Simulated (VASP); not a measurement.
Ga4AsP3: relaxation of cell and atoms with PBEsol

Ga4AsP3:

```
Ga As P
1.0
    -2.76313    2.76313    0.00000
    -2.76313   -5.52626    2.76313
     2.76313    2.76313    5.52626
Ga As P
4 1 3
Direct
  0.00000 0.00000 0.00000
  0.75000 0.50000 0.25000
  0.50000 0.00000 0.50000
  0.25000 0.50000 0.75000
  0.56250 0.12500 0.18750
  0.31250 0.62500 0.43750
  0.06250 0.12500 0.68750
  0.81250 0.62500 0.93750
```

The cell comes from a database or a generator and needn't be the stable form of this composition.

```yaml
Program: VASP 6.6.1
Task: relaxation of cell and atoms
Functional: PBEsol
Potentials_or_basis: VASP PAW PBE potentials, release 64 (Ga_d, As, P)
Cutoff: 600 eV
k_mesh: 2 × 2 × 2
Occupations: gaussian, width 0.02 eV
Spin: no spin polarisation
Further_INCAR_settings: ALGO = Fast; EDIFF = 1e-07; IBRION = 2; EDIFFG = -0.01; NSW = 60; ISIF = 3
```

| Item | Value |
| --- | --- |
| Relaxed volume | 20.95 Å³/atom |
| Relaxed cell | a = 4.090 Å, b = 6.680 Å, c = 6.586 Å, α = 101.28°, β = 90.00°, γ = 107.82° |
| Space group after relaxing (to 0.05 Å) | Cm (No. 8) |
| Energy gained by relaxing | 28.4 meV/atom |
| Ionic steps | 16 |
| Pressure after relaxing | 0.0 GPa |
| Largest force after relaxing | 0.010 eV/Å |
| Band gap on the k mesh | 0.65 eV, indirect (least direct gap 0.74 eV) |

Forces on the atoms (eV/Å):
```
Ga   0.000  0.000 -0.003
Ga   0.001  0.001  0.006
Ga   0.000  0.000  0.001
Ga   0.003  0.003  0.002
As  -0.006 -0.006  0.004
P    0.003  0.003  0.000
P   -0.002 -0.002 -0.001
P    0.002  0.002 -0.008
```

The path:
| step | energy change (eV) | largest force (eV/Å) | pressure (GPa) | volume (Å³) |
| --- | --- | --- | --- | --- |
| 1 | 0.0000 | 0.9122 | -0.21 | 168.77 |
| 2 | -0.1653 | 0.5675 | 0.19 | 167.96 |
| 3 | -0.1658 | 0.5723 | 0.23 | 167.91 |
| 4 | -0.2168 | 0.2178 | -0.27 | 168.45 |
| 5 | -0.2202 | 0.1624 | -0.43 | 168.63 |
| 6 | -0.2258 | 0.1055 | 0.17 | 167.24 |
| 7 | -0.2258 | 0.1033 | 0.15 | 167.32 |
| 8 | -0.2272 | 0.0221 | 0.04 | 167.53 |
| 9 | -0.2272 | 0.0250 | 0.04 | 167.56 |
| 10 | -0.2273 | 0.0182 | -0.04 | 167.72 |
| 11 | -0.2273 | 0.0188 | -0.07 | 167.77 |
| 12 | -0.2274 | 0.0136 | -0.04 | 167.71 |
| 13 | -0.2275 | 0.0142 | -0.02 | 167.67 |
| 14 | -0.2275 | 0.0191 | 0.02 | 167.58 |
| 15 | -0.2275 | 0.0154 | 0.01 | 167.61 |
| 16 | -0.2275 | 0.0097 | 0.01 | 167.62 |

Final structure:
```
Ga As P
1.0
    -2.89172    2.89172    0.00000
    -2.65025   -5.54197    2.62449
     2.75239    2.75239    5.31225
Ga As P
4 1 3
Direct
  0.99793 0.99586 0.99324
  0.75603 0.51206 0.25351
  0.49983 0.99965 0.50911
  0.24921 0.49843 0.75162
  0.56196 0.12392 0.18566
  0.31263 0.62526 0.43906
  0.06172 0.12343 0.68501
  0.81069 0.62139 0.93279
```

Levels at points of the mesh, in eV from the valence-band top:
```
           k point  band 32  band 33  band 34  band 35  band 36  band 37  band 38  band 39  band 40  band 41
(0.00, 0.00, 0.00)    -1.67    -1.23    -0.34    -0.12     0.00     0.74     1.06     1.42     1.62     3.34
(0.50, 0.00, 0.00)    -3.05    -2.79    -2.71    -2.02    -1.83     3.19     3.27     3.34     3.40     4.16
(0.00, 0.50, 0.00)    -1.29    -1.15    -0.97    -0.91    -0.60     0.65     0.86     1.24     1.40     1.55
(0.00, 0.00, 0.50)    -2.33    -1.78    -1.48    -1.38    -1.22     1.55     1.76     2.18     2.39     3.80
(0.50, 0.00, 0.50)    -2.66    -2.16    -1.94    -1.32    -0.95     1.39     1.43     1.71     2.16     2.41
(0.00, 0.50, 0.50)    -2.47    -2.04    -1.93    -1.34    -1.03     1.39     1.53     1.93     2.13     3.32
```

It took 6.5 min on 2 MPI ranks on Intel(R) Xeon(R) Platinum 8488C (Sapphire Rapids), with other jobs on the host, peak memory 0.32 GiB a rank.

Caveat: the k mesh is coarse (spacing up to 0.84 Å⁻¹), so the values aren't converged; the PAW data sets were made with another functional, which shifts forces and pressure a little. A k mesh can miss the band edges.
